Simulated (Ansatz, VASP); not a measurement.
**Si: VASP beside Ansatz**

The input INCAR:

```
SYSTEM = Si
  ALGO = Normal
  DIPOL = 0.5 0.5 0.397
  EDIFF = 1E-7
  ENCUT = 520
  GGA = PE
  IDIPOL = 3
  ISIF = 2
  ISMEAR = 0
  IVDW = 12
  LASPH = .TRUE.
  LCHARG = .FALSE.
  LDIPOL = .TRUE.
  LREAL = .FALSE.
  LWAVE = .FALSE.
  NBANDS = 16
  NELM = 80
  PREC = Accurate
  SIGMA = 0.1
```

File KPOINTS:

```
k-points
0
G
  9 9 1
  0 0 0
```

POSCAR

```
Si
1.0
    3.8472023583      0.0000000000      0.0000000000
   -1.9236011791      3.3317749758      0.0000000000
    0.0000000000      0.0000000000     18.4446971457
Si
4
Direct
    0.3333333333      0.6666666667      0.2695814701
    0.6666666667      0.3333333333      0.2439725610
    0.6666666667      0.3333333333      0.5500061652
    1.0000000000      0.0000000000      0.5243972561
```

Input for Ansatz:

```yaml
crystal:
  lattice:
    - [3.8472023583, 0.0, 0.0]
    - [-1.9236011791, 3.3317749758, 0.0]
    - [0.0, 0.0, 18.4446971457]
  atoms:
    - { symbol: Si, position: [0.3333333333, 0.6666666667, 0.2695814701] }
    - { symbol: Si, position: [0.6666666667, 0.3333333333, 0.243972561] }
    - { symbol: Si, position: [0.6666666667, 0.3333333333, 0.5500061652] }
    - { symbol: Si, position: [1.0, 0.0, 0.5243972561] }
basis:
  ecutwfc: 420
kpoints:
  mp_grid: { grid: [9, 9, 1] }
hamiltonian:
  xc: pbe
  dispersion: d3bj
scf:
  occupations: { method: gaussian, width: 0.1 }
output:
  forces: true
  eigenvalues: true
efield:
  axis: 3
  dipole_correction: true
  ramp_width: 0.04
```

Alike in both runs: task single point; functional PBE; dispersion D3(BJ); k mesh 9 × 9 × 1; occupations gaussian, width 0.1 eV; no spin polarisation.

```csv
,VASP,Ansatz
version,VASP 6.6.1,Ansatz 0.2.0
potentials or method,"VASP PAW PBE potentials, release 64 (Si)","scalar-relativistic, plane waves, PAW"
plane-wave cutoff (eV),520,420
valence electrons in the cell,16,16
```

```csv
,VASP,Ansatz,Ansatz less VASP
gap on the k mesh at the Fermi level (eV),none,none,-
rms of the force components (eV/Å),0.031,0.032,+0.0012
```

Atom by atom the forces differ by 0.004 eV/Å (rms over components). A gap of «none» marks a metal or a gap that the smearing closes.
